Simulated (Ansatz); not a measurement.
# Yb: from a first guess to the relaxed bcc type

First guess:

```xyz
1
Lattice="-1.9254 1.9254 1.9254 1.9254 -1.9254 1.9254 1.9254 1.9254 -1.9254" Properties=species:S:1:pos:R:3 pbc="T T T"
Yb    0.0000    0.0000    0.0000
```

These are results of DFT, PBE, PAW with Ansatz's default frozen-core files, scalar-relativistic in Ansatz 0.2.0, not measurements.

Cell and atoms relax within the symmetry of the start on a 15×15×15 k mesh with 0.05 eV Fermi–Dirac smearing.

The start is built from a prototype, known or not as a phase of this compound; the cutoff is 420 eV.

Semilocal functionals without a Hubbard term describe localised f shells poorly; where the shell is localised, the real material differs.

No spin–orbit coupling, which matters for the heavy atoms here.

(1) What is the pressure of the first guess?

(2) What does it relax to?

(3) How much energy does the relaxation release?

Answers

(1) 5.59 GPa.

(2) a = 4.105 Å, b = 4.105 Å, c = 4.105 Å, α = 90.00°, β = 90.00°, γ = 90.00° (conventional cell), 34.58 Å³ per atom:
Space group Im-3m (No. 229). a = 4.105 Å, b = 4.105 Å, c = 4.105 Å, α = 90.00°, β = 90.00°, γ = 90.00°
```csv
atom,site,symmetry,x,y,z
Yb,2a,m-3m,0.0000,0.0000,0.0000
```

(3) 90 meV/atom.
